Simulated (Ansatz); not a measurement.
## HgTe under compression and expansion

```
Hg Te
1.0
     0.00000    2.92150    2.92150
     2.92150    0.00000    2.92150
     2.92150    2.92150    0.00000
Hg Te
1 1
Direct
  0.00000 0.00000 0.00000
  0.50000 0.50000 0.50000
```

The cell comes from COD entry 1538296, which wasn't checked; take it as a given geometry.

Spin–orbit coupling is left out, though it moves levels of the heavy atoms by tenths of an eV or more.

Methods: DFT, PBEsol, all-electron LAPW, scalar-relativistic (Ansatz 0.2.0); DFT, PBEsol, PAW with Ansatz's default frozen-core files, scalar-relativistic (Ansatz 0.2.0).

For LAPW: a Γ-centred 12×12×12 k mesh, Fermi–Dirac smearing of 0.08 eV, basis error target 1 meV/atom, no spin polarisation. PAW takes a cutoff of 420 eV at this cell (files made with PBE, cores remade for this functional). The Ansatz runs share mesh, smearing and spin set-up. Plane-wave (PAW) pressures include the program's estimate of the Pulay term.

The cell above is scaled evenly, with fractional coordinates and shape held.

```
V/V(cell)  V (Å³/atom)  P, LAPW (GPa)  P, PAW (GPa)  free energy over the lowest listed, PAW (meV/atom)
   0.9400       23.439          12.47         12.46                                               119.0
   0.9600       23.938          10.09         10.08                                                84.0
   0.9800       24.437           7.96          7.95                                                56.0
   0.9900       24.686           6.99          6.98                                                44.4
   1.0000       24.935           6.07          6.06                                                34.2
   1.0100       25.185           5.20          5.19                                                25.5
   1.0200       25.434           4.38          4.37                                                18.0
   1.0400       25.933           2.88          2.87                                                 6.8
   1.0600       26.432           1.54          1.53                                                 0.0
```
